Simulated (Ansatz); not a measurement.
# Cs: which structure wins, scalar-relativistic

Which of fcc, bcc, hcp is lowest for Cs, scalar-relativistic? Methods of the runs shown: PAW and LAPW.

Computed with Ansatz 0.2.0 (DFT PBE, with the methods named in each step, unless a step's input says otherwise).

## Step 1: Starting point

The structure is cubic, space group Fm-3m (No. 225). The conventional cell has a = 7.754 Å, b = 7.754 Å, c = 7.754 Å, α = 90.00°, β = 90.00°, γ = 90.00°.

As a file:

```
CELL_PARAMETERS angstrom
0.00000 3.87697 3.87697
3.87697 0.00000 3.87697
3.87697 3.87697 0.00000
ATOMIC_POSITIONS crystal
Cs 0.00000 0.00000 0.00000
```

## Step 2: Fcc relaxed, PAW

The input, input.yaml:

```yaml
crystal:
  lattice:
    - [0.0, 3.8769736737, 3.8769736737]
    - [3.8769736737, 0.0, 3.8769736737]
    - [3.8769736737, 3.8769736737, 0.0]
  atoms:
    - { symbol: Cs, position: [0.0, 0.0, 0.0] }
kpoints:
  mp_grid: { grid: [9, 9, 9] }
scf:
  occupations: { method: fermi_dirac, width: 0.05 }
hamiltonian:
  xc: pbe
  pseudopotentials: { kind: paw }
output:
  forces: true
  stress: true
relax:
  f_tol: 0.005
  max_steps: 40
  cell: {}
```

Run with:

```sh
ansatz run input.yaml --threads 1 --pin off --max-ram 3072MiB --backend cpu --events-out ev --progress --plain --runs-dir out
```

Further steps of the session: Fcc relaxed, LAPW; Bcc relaxed, PAW; Bcc relaxed, LAPW; Hcp relaxed, PAW; Hcp relaxed, LAPW.

What does the calculation give? Wanted: lowest (for each run or level that gives them).

The runs gave:

| quantity | value |
| --- | --- |
| lowest (LAPW) | hcp, 0.2 meV/atom under fcc |
| lowest (PAW) | hcp, 0.2 meV/atom under fcc |

What this shows: By LAPW the order is hcp ≈ fcc < bcc; the first two lie within 0.2 meV/atom, too close to call. By PAW the order is hcp ≈ fcc < bcc; the first two lie within 0.2 meV/atom, too close to call. The methods agree on the lowest phase. Only these structures were tried, with electrons smeared by 0.05 eV and without vibrations, so the true ground state may be another. The k meshes differ between phases and weren't tested, which can move differences by some meV. Spin-orbit coupling is left out, though the cell holds Cs; in elements this heavy it can shift bands and gaps by tenths of an eV.
